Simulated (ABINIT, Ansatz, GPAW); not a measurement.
**Pt: programs and potentials compared**

```
CELL_PARAMETERS angstrom
2.76067 0.00000 0.00000
-1.38033 2.39081 0.00000
0.00000 0.00000 4.79213
ATOMIC_POSITIONS crystal
Pt 0.33333 0.66667 0.25000
Pt 0.66667 0.33333 0.75000
```

This isn't the form of Pt at room conditions, which is fcc.

Alike in all runs: task single point; functional PBEsol; k mesh 11 × 11 × 6; occupations fermi-dirac, width 0.05 eV; no spin polarisation; no spin-orbit coupling. Pressure is positive in compression and, in plane waves, holds the error of the finite cutoff.

| program and potentials | plane-wave cutoff (eV) | notes | pressure (GPa) |
| --- | --- | --- | --- |
| GPAW, PAW data sets generated for this functional | 600 | 16 valence electrons an atom on average | -10.73 |
| Ansatz, all-electron LAPW, scalar-relativistic | - | - | -10.67 |
| ABINIT, PseudoDojo NC SR PBEsol v0.4.1 standard | 1143 | 18 valence electrons an atom on average | -11.14 |

The pressure spans -11.14 (ABINIT, PseudoDojo NC SR PBEsol v0.4.1 standard) to -10.67 GPa (Ansatz, all-electron LAPW, scalar-relativistic), with all-electron results at -10.67. The cell lies far from this level's equilibrium.

The functional is the same throughout but for its coding, so the spread measures potentials, basis and numerics; runs on potential files found faulty are left out.
